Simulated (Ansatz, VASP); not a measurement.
# One calculation of Ti, two programs

Contents of INCAR:

```
SYSTEM = Ti
PREC = Accurate
ENCUT = 520
EDIFF = 1E-6
ISMEAR = -1
SIGMA = 0.05
LREAL = .FALSE.
LASPH = .TRUE.
NELM = 60
ALGO = Fast
ISIF = 2
LWAVE = .FALSE.
LCHARG = .FALSE.
GGA = PS
NBANDS = 19
```

File KPOINTS:

```
Automatic mesh
0
G
  10 10 6
  0 0 0
```

The input POSCAR:

```
Ti
1.0
    2.9500000000      0.0000000000      0.0000000000
   -1.4750000000      2.5547749412      0.0000000000
    0.0000000000      0.0000000000      4.6800000000
Ti
2
Direct
    0.6861620000      0.3268800000      0.7484870000
    0.3379730000      0.6729080000      0.2487300000
```

The input input.yaml:

```yaml
crystal:
  lattice:
    - [2.95, 0.0, 0.0]
    - [-1.475, 2.5547749412, 0.0]
    - [0.0, 0.0, 4.68]
  atoms:
    - { symbol: Ti, position: [0.686162, 0.32688, 0.748487] }
    - { symbol: Ti, position: [0.337973, 0.672908, 0.24873] }
kpoints:
  mp_grid: { grid: [10, 10, 6] }
scf:
  occupations: { method: fermi_dirac, width: 0.05 }
hamiltonian:
  xc: pbesol
  pseudopotentials: { kind: all_electron, lapw: { basis_error: 0.001 } }
output:
  forces: true
  stress: true
  eigenvalues: true
  populations: true
```

Change from the starting cell: atoms moved at random, drawn with an rms of 0.05 Å.

Alike in both runs: task single point; functional PBEsol; k mesh 10 × 10 × 6; occupations fermi-dirac, width 0.05 eV; no spin polarisation.

```csv
,VASP,Ansatz
version,VASP 6.6.1,Ansatz 0.2.0
potentials or method,"VASP PAW PBE potentials, release 64 (Ti_sv)","all-electron LAPW, scalar-relativistic"
plane-wave cutoff (eV),520,see its input
```

|  | VASP | Ansatz | Ansatz less VASP |
| --- | --- | --- | --- |
| gap on the k mesh at the Fermi level (eV) | none | none | - |
| pressure (GPa) | -6.0 | -5.7 | +0.30 |
| largest component of the traceless stress (GPa) | 0.66 | 0.67 | +0.010 |
| rms of the force components (eV/Å) | 0.058 | 0.059 | +0.0004 |

Atom by atom the forces differ by 0.000 eV/Å (rms over components). A gap of «none» marks a metal or a gap that the smearing closes. Ansatz ran all-electron here, so the differences hold the error of VASP's frozen core and of both bases.

Caveats: the PAW data sets were made with another functional, which shifts forces and pressure a little (VASP).
